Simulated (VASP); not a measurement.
Wanted: the native input for a VASP 6.6.1 run.

```
Task                   : single point
Functional             : PBEsol
Potentials or basis    : VASP PAW PBE potentials, release 64 (Ti_sv, C)
Cutoff                 : 520 eV
k mesh                 : 14 × 14 × 10
Occupations            : gaussian, width 0.1 eV
Spin                   : no spin polarisation
Dipole correction      : no
Further INCAR settings : ALGO = Normal; EDIFF = 1e-06; NBANDS = 24
```

The structure of TiC lies in POSCAR:

```
TiC
1.0
    2.1466866556      2.1466866556      0.0000000000
   -2.1466866556      2.1466866556      0.0000000000
    0.0000000000      0.0000000000      4.2075058449
Ti C
2 2
Direct
    0.0000000000      0.0000000000      0.0000000000
    0.5000000000      0.5000000000      0.5000000000
    0.5000000000      0.5000000000      0.0000000000
    0.0000000000      0.0000000000      0.5000000000
```

The cell is a database's computed one.

The cell isn't the ideal one: strain along c alone, the other axes held, atoms relaxed: -2.0 %.

These files were run (other wordings do the same):

INCAR

```
SYSTEM = TiC
  ALGO = Normal
  EDIFF = 1E-6
  ENCUT = 520
  GGA = PS
  ISIF = 2
  ISMEAR = 0
  LASPH = .TRUE.
  LCHARG = .FALSE.
  LREAL = .FALSE.
  LWAVE = .FALSE.
  NBANDS = 24
  NELM = 100
  PREC = Accurate
  SIGMA = 0.1
```

KPOINTS

```
k-points
0
G
  14 14 10
  0 0 0
```

Potentials or basis: VASP PAW PBE potentials, release 64 (Ti_sv, C).

Command:

```bash
$ cat potpaw_PBE.64/Ti_sv/POTCAR potpaw_PBE.64/C/POTCAR > POTCAR
$ mpirun -np 1 vasp_std > vasp.out
```

It gave:

```
Pressure               : 6.0 GPa
Band gap on the k mesh : none (metal or under the smearing width)
```

Caveat: the PAW data sets were made with another functional, which shifts forces and pressure a little.

It took 98 s on 1 thread of Intel(R) Xeon(R) Platinum 8488C (Sapphire Rapids), with other jobs on the host, peak memory 0.27 GiB.
